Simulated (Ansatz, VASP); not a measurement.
## NaF (Villiaumite) in VASP and in Ansatz

File INCAR:

```
ALGO     = Normal         # electronic algorithm
EDIFF    = 1E-6           # SCF threshold, eV
ENCUT    = 520            # plane-wave cutoff, eV
GGA      = PS             # functional
ISIF     = 2              # what is computed and relaxed
ISMEAR   = -1             # smearing method
LASPH    = T              # aspherical terms in the spheres
LCHARG   = T              # write CHGCAR
LELF     = T              # ELF
LREAL    = F              # projectors in reciprocal space
LVHAR    = T            
LWAVE    = F              # write WAVECAR
NBANDS   = 14             # bands
NELM     = 60             # most SCF steps
PREC     = Accurate       # precision mode
SIGMA    = 0.03           # smearing width, eV
```

The input KPOINTS:

```
k-points
0
Gamma
  9 9 9
```

File POSCAR:

```
NaF
1.0
    0.0000000000      2.3200000000      2.3200000000
    2.3200000000      0.0000000000      2.3200000000
    2.3200000000      2.3200000000      0.0000000000
Na F
1 1
Direct
    0.0000000000      0.0000000000      0.0000000000
    0.5000000000      0.5000000000      0.5000000000
```

Input for Ansatz:

```yaml
crystal:
  lattice:
    - [0.0, 2.32, 2.32]
    - [2.32, 0.0, 2.32]
    - [2.32, 2.32, 0.0]
  atoms:
    - { symbol: Na, position: [0.0, 0.0, 0.0] }
    - { symbol: F, position: [0.5, 0.5, 0.5] }
kpoints:
  mp_grid: { grid: [9, 9, 9] }
scf:
  occupations: { method: fermi_dirac, width: 0.03 }
hamiltonian:
  xc: pbesol
  pseudopotentials: { kind: all_electron, lapw: { basis_error: 0.001 } }
output:
  forces: true
  stress: true
  eigenvalues: true
  populations: true
```

Alike in both runs: task single point; functional PBEsol; k mesh 9 × 9 × 9; occupations fermi-dirac, width 0.03 eV; no spin polarisation.

|  | VASP | Ansatz |
| --- | --- | --- |
| version | VASP 6.6.1 | Ansatz 0.2.0 |
| potentials or method | VASP PAW PBE potentials, release 64 (Na_pv, F) | all-electron LAPW, scalar-relativistic |
| plane-wave cutoff (eV) | 520 | see its input |

|  | VASP | Ansatz | Ansatz less VASP |
| --- | --- | --- | --- |
| gap on the k mesh at the Fermi level (eV) | 6.14 | 6.15 | +0.011 |
| pressure (GPa) | -0.4 | -0.3 | +0.10 |

Ansatz ran all-electron here, so the differences hold the error of VASP's frozen core and of both bases.

Caveats: the PAW data sets were made with another functional, which shifts forces and pressure a little (VASP); an odd mesh through Γ misses points on the zone boundary, where band edges often lie. Expect the measured gap to be larger: semilocal functionals such as PBEsol lack the derivative discontinuity.
